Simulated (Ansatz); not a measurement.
PbF2 and the effect of the share of exact exchange

```cif
data_structure
_symmetry_space_group_name_H-M 'Fm-3m'
_symmetry_Int_Tables_number 225
_cell_length_a 5.9273
_cell_length_b 5.9273
_cell_length_c 5.9273
_cell_angle_alpha 90.000
_cell_angle_beta 90.000
_cell_angle_gamma 90.000
_cell_volume 208.25
loop_
_atom_site_label
_atom_site_type_symbol
_atom_site_symmetry_multiplicity
_atom_site_Wyckoff_symbol
_atom_site_fract_x
_atom_site_fract_y
_atom_site_fract_z
_atom_site_occupancy
Pb1 Pb 4 a 0.00000 0.00000 0.00000 1
F1 F 8 c 0.25000 0.25000 0.75000 1
```

Kept alike: task single point; k mesh 5 × 5 × 5; occupations fermi-dirac, width 0.05 eV; no spin polarisation. Program: Ansatz, Ansatz PAW, cutoff 420 eV. The mesh is that of the run's cell of 3 atoms. No spin-orbit coupling.

| share of exact exchange, α | pressure (GPa) |
| --- | --- |
| 0 | 2.68 |
| 0.1 | 1.90 |
| 0.15 | 1.52 |
| 0.25 | 0.81 |
| 0.35 | 0.13 |
| 0.5 | -0.79 |

Pressure is positive in compression, with a Pulay correction for the finite cutoff. All rows use potentials made for PBE. The mesh is thin for exact exchange.

The pressure falls from 2.68 to -0.79 GPa between 0 and 0.5. Exact exchange shortens the bonds here, so the pressure at fixed cell falls.
